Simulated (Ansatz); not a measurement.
Level of theory: DFT PBE, scalar-relativistic, plane waves, PAW (Ansatz). All cells share a 420 eV cutoff and Γ-centred k meshes spaced at most about 0.3 Å⁻¹ (about 0.25 or finer for metals, 2π included). No spin polarisation in the final relaxations.

All energies are static (0 K, no zero-point motion). All come from trial cells, and lower structures may exist.

Problem. Order these relaxed structures of P by energy, lowest first, with the energy over the lowest of them.
A.

```cif
data_structure
_symmetry_space_group_name_H-M 'Pm-3m'
_symmetry_Int_Tables_number 221
_cell_length_a 2.4447
_cell_length_b 2.4447
_cell_length_c 2.4447
_cell_angle_alpha 90.000
_cell_angle_beta 90.000
_cell_angle_gamma 90.000
_cell_volume 14.61
loop_
_atom_site_label
_atom_site_type_symbol
_atom_site_symmetry_multiplicity
_atom_site_Wyckoff_symbol
_atom_site_fract_x
_atom_site_fract_y
_atom_site_fract_z
_atom_site_occupancy
P1 P 1 a 0.00000 0.00000 0.00000 1
```

B.

```cif
data_structure
_symmetry_space_group_name_H-M 'R-3m:H'
_symmetry_Int_Tables_number 166
_cell_length_a 3.4813
_cell_length_b 3.4813
_cell_length_c 9.2072
_cell_angle_alpha 90.000
_cell_angle_beta 90.000
_cell_angle_gamma 120.000
_cell_volume 96.64
loop_
_atom_site_label
_atom_site_type_symbol
_atom_site_symmetry_multiplicity
_atom_site_Wyckoff_symbol
_atom_site_fract_x
_atom_site_fract_y
_atom_site_fract_z
_atom_site_occupancy
P1 P 6 c 0.00000 0.00000 0.77064 1
```

C.

```cif
data_structure
_symmetry_space_group_name_H-M 'P6/mmm'
_symmetry_Int_Tables_number 191
_cell_length_a 4.0966
_cell_length_b 4.0966
_cell_length_c 2.3569
_cell_angle_alpha 90.000
_cell_angle_beta 90.000
_cell_angle_gamma 120.000
_cell_volume 34.26
loop_
_atom_site_label
_atom_site_type_symbol
_atom_site_symmetry_multiplicity
_atom_site_Wyckoff_symbol
_atom_site_fract_x
_atom_site_fract_y
_atom_site_fract_z
_atom_site_occupancy
P1 P 2 c 0.33333 0.66667 0.00000 1
```

D.

```cif
data_structure
_symmetry_space_group_name_H-M 'Fm-3m'
_symmetry_Int_Tables_number 225
_cell_length_a 8.6280
_cell_length_b 8.6280
_cell_length_c 8.6280
_cell_angle_alpha 90.000
_cell_angle_beta 90.000
_cell_angle_gamma 90.000
_cell_volume 642.28
loop_
_atom_site_label
_atom_site_type_symbol
_atom_site_symmetry_multiplicity
_atom_site_Wyckoff_symbol
_atom_site_fract_x
_atom_site_fract_y
_atom_site_fract_z
_atom_site_occupancy
P1 P 32 f 0.36573 0.36573 0.86573 1
```

Solution. B (0 meV/atom), A (48 meV/atom), C (229 meV/atom), D (312 meV/atom). Forms: B R-3m; A simple cubic type, Pm-3m; C P6/mmm; D Fm-3m. Counting all near atoms (those within 1.25 times the shortest such distance or 1.15 times the sum of covalent radii, 1.27 where that leaves under three; a plus sign parts nearer from farther groups): B has P 3+3; A has P 6; C has P 5; D has P 3+3.

No dispersion correction is applied, so the spacing and binding between layers, chains or molecules are poorly described (R-3m, Fm-3m), and this can change margins and order among such cells. Cells relaxed within their symmetry can be saddle points. The R-3m cell of P came from shaking the Pm-3m one. The part of the Crystallography Open Database at hand lists P in space groups No. 2, 13, 64, 123; no cell shown has one of them. Some structure types and database cells were kept out of the candidates from the start, so a known form may be missing.
